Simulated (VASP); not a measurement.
Crystal: KF.

```
CELL_PARAMETERS angstrom
2.17250 1.25429 3.57444
-2.17250 1.25429 3.57444
0.00000 -2.50859 3.57444
ATOMIC_POSITIONS crystal
K 0.24876 0.24876 0.24876
F 0.00000 0.00000 0.00000
```

The cell was built by a generator and needn't be a form met in nature.

```yaml
Program: VASP 6.6.1
Task: relaxation of cell and atoms
Functional: PBE
Potentials_or_basis: VASP PAW PBE potentials, release 64 (K_sv, F)
Cutoff: 600 eV
k_mesh: 6 × 6 × 6
Occupations: gaussian, width 0.02 eV
Spin: no spin polarisation
```

At the start: pressure -1.7 GPa; volume 29.22 Å³/atom.

Problem. Where does the relaxation end?

Solution. Over 4 steps the energy falls by 17.2 meV/atom and the volume is 26.32 Å³/atom (-9.9 %); space group F-43m (No. 216, to 0.05 Å).

Step by step:
```
step  energy change (eV)  largest force (eV/Å)  pressure (GPa)  volume (Å³)
   1              0.0000                0.0070           -1.73        58.44
   2             -0.0230                0.0064           -1.08        55.81
   3             -0.0341                0.0070            0.22        52.05
   4             -0.0345                0.0068           -0.02        52.63
```

Final structure:
```
K F
1.0
     2.09945    1.21212    3.44718
    -2.09945    1.21212    3.44718
     0.00000   -2.42423    3.44718
K F
1 1
Direct
  0.24883 0.24883 0.24883
  0.99993 0.99993 0.99993
```
